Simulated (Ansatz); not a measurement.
CdS (F-43m) from a database structure: a relaxation of cell and atoms in the plane-wave code Ansatz (PBEsol). It starts from the PBE minimum.

Input (YAML):
```yaml
crystal:
  lattice:
    - [0.0, 2.9628947234, 2.9628947234]
    - [2.9628947234, 0.0, 2.9628947234]
    - [2.9628947234, 2.9628947234, 0.0]
  atoms:
    - { symbol: Cd, position: [0.0, 0.0, 0.0] }
    - { symbol: S, position: [0.25, 0.25, 0.25] }
kpoints:
  mp_grid: { grid: [6, 6, 6] }
hamiltonian:
  xc: pbesol
scf:
  occupations: { method: fermi_dirac, width: 0.02 }
relax:
  f_tol: 0.005
  cell: {}
output:
  write_density: true
  write_potential: true
  elf: true
  volumetric_format: npy
```

Command: `ansatz run input.yaml --threads 2 --pin off --max-ram 20275MiB --backend cpu --events-out ev --progress --plain --runs-dir out`.

Task: It took 2 s on 2 threads of AMD EPYC 7R13 Processor (Zen 3) (shared host), load about 2.7 per core. What peak of host memory did it reach?

Result: About 0.54 GiB.

The output, standing remarks left out:
```
Functional definition: PBEsol
Crystal: 2 atoms, lattice volume = 52.021 Å³
Basis set: ecut = 420 eV, 965 PW (Γ)
Bands: 17, of which v1, the nominal top of the filled ones, is band 13 counted from 1 (12 counted from 0)
Symmetry: 24 space group operations
Space group: F-43m (ITA 216)
k-points: 16 of 216 (time reversal used)
SCF iter   1: HF=-9070.202025 eV  Δρ=5.20e-3  dr2=1.96e-2
SCF iter   2: HF=-9070.196389 eV  Δρ=1.11e-3  dr2=4.43e-4
SCF iter   3: HF=-9070.196324 eV  Δρ=4.95e-4  dr2=6.86e-5
SCF iter   4: HF=-9070.196312 eV  Δρ=2.23e-4  dr2=2.05e-5
SCF iter   5: HF=-9070.196310 eV  Δρ=1.80e-5  dr2=1.16e-7
SCF iter   6: HF=-9070.196311 eV  Δρ=4.76e-6  dr2=6.85e-9
SCF 1 converged in 6 iterations: F = -9070.196311 eV  dr2 = 6.85e-9
relax step 1: F+E_penalty+E_count = -9070.19631066 eV  P = -2.818 GPa  Ω = 52.021 Å³
SCF 2 converged in 5 iterations: F = -9070.220849 eV  dr2 = 1.09e-7
relax step 2: F+E_penalty+E_count = -9070.22084943 eV  P = +0.104 GPa  Ω = 49.317 Å³
SCF 3 converged in 4 iterations: F = -9070.220863 eV  dr2 = 6.96e-10
relax step 3: F+E_penalty+E_count = -9070.22086321 eV  P = -0.011 GPa  Ω = 49.409 Å³
SCF 4 converged in 6 iterations: F = -9070.220479 eV  dr2 = 1.27e-12
relax step 4: F+E_penalty+E_count = -9070.22047938 eV  P = -0.008 GPa  Ω = 49.409 Å³  (SCF on a basis re-selected at this cell)
SCF converged after 6 iterations
Free energy (F): -9070.220479 eV
Fermi energy:    7.381809 eV
--- Stress (GPa, compression-positive) ---
       -0.008145       0.000000       0.000000
        0.000000      -0.008145       0.000000
        0.000000       0.000000      -0.008145
  P = ⅓ Tr σ = -0.0081 GPa (-0.081 kbar)
--- Relaxed structure (3 steps of the walk, 3 accepted, 1 SCFs on fresh bases) ---
  F+E_penalty+E_count = -9070.22047938 eV
  cell:  # Å, volume = 49.4089 Å³
    - [0.000000, 2.912450, 2.912450]
    - [2.912450, 0.000000, 2.912450]
    - [2.912450, 2.912450, 0.000000]
  atoms:
    - { symbol: Cd, position: [0.000000, 0.000000, 0.000000] }
    - { symbol: S, position: [0.250000, 0.250000, 0.250000] }
```

Planar averages along the third cell vector, from rho_z.tsv and v_z.tsv (valence density with its augmentation; electrostatic potential energy of an electron, of which only differences have a meaning):

| z (Å) | ρ (e/Å³) | v_es (eV) |
| --- | --- | --- |
| 0.00 | 1.528 | 2.54 |
| 0.14 | 1.492 | 1.80 |
| 0.27 | 1.340 | 1.04 |
| 0.41 | 1.117 | 0.43 |
| 0.55 | 0.881 | 0.15 |
| 0.69 | 0.674 | 0.28 |
| 0.82 | 0.520 | 0.77 |
| 0.96 | 0.418 | 1.52 |
| 1.10 | 0.357 | 2.42 |
| 1.24 | 0.319 | 3.35 |
| 1.37 | 0.293 | 4.27 |
| 1.51 | 0.268 | 5.28 |
| 1.65 | 0.239 | 6.49 |
| 1.78 | 0.206 | 7.82 |
| 1.92 | 0.172 | 9.06 |
| 2.06 | 0.141 | 10.01 |
| 2.20 | 0.115 | 10.58 |
| 2.33 | 0.096 | 10.85 |
| 2.47 | 0.084 | 10.91 |
| 2.61 | 0.078 | 10.77 |
| 2.75 | 0.080 | 10.44 |
| 2.88 | 0.092 | 9.88 |
| 3.02 | 0.120 | 9.07 |
| 3.16 | 0.176 | 8.12 |
| 3.30 | 0.278 | 7.14 |
| 3.43 | 0.442 | 6.23 |
| 3.57 | 0.671 | 5.39 |
| 3.71 | 0.945 | 4.61 |
| 3.84 | 1.216 | 3.89 |
| 3.98 | 1.428 | 3.21 |

In 3 steps the volume changed by -5.0 %; between the first SCF and the last, each on a basis chosen for its cell, the energy fell by 12.1 meV an atom. Final cell: it is cubic, F-43m (No. 216); a = 5.825 Å in the conventional setting, 24.70 Å³ an atom. Cd has 4 S at 2.52 Å; S has 4 Cd at 2.52 Å.

Spin-unpolarised throughout; all numbers are computed.
